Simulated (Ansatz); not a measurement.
SnO:

```
Sn O
1.0
     3.81370    0.00000    0.00000
     0.00000    3.81370    0.00000
     0.00000    0.00000    4.88691
Sn O
2 2
Direct
  0.50000 0.00000 0.76463
  0.00000 0.50000 0.23537
  0.00000 0.00000 0.00000
  0.50000 0.50000 0.00000
```

The cell is a database's computed one.

Base run:

```yaml
Program: Ansatz 0.2.0
Functional: PBEsol
Potentials_or_basis: all-electron LAPW, non-relativistic
Cutoff: 318 eV (chosen from the basis error)
Basis_error_allowed: 0.002 eV/atom
k_mesh: 7 × 7 × 6
Occupations: fermi-dirac, width 0.05 eV
Spin: no spin polarisation
```

Its results: pressure -1.9 GPa; largest force 0.290 eV/Å.

Problem. The run is repeated on the same cell with these changes: potentials or basis from all-electron LAPW, non-relativistic to all-electron PAW datasets made for the crystal. What comes out?

Solution. Pressure -0.6 GPa; largest force 0.071 eV/Å.

Caveats: relativity is left out, which matters for the heavier elements (some runs).

The runs don't all hold the same shells in valence.
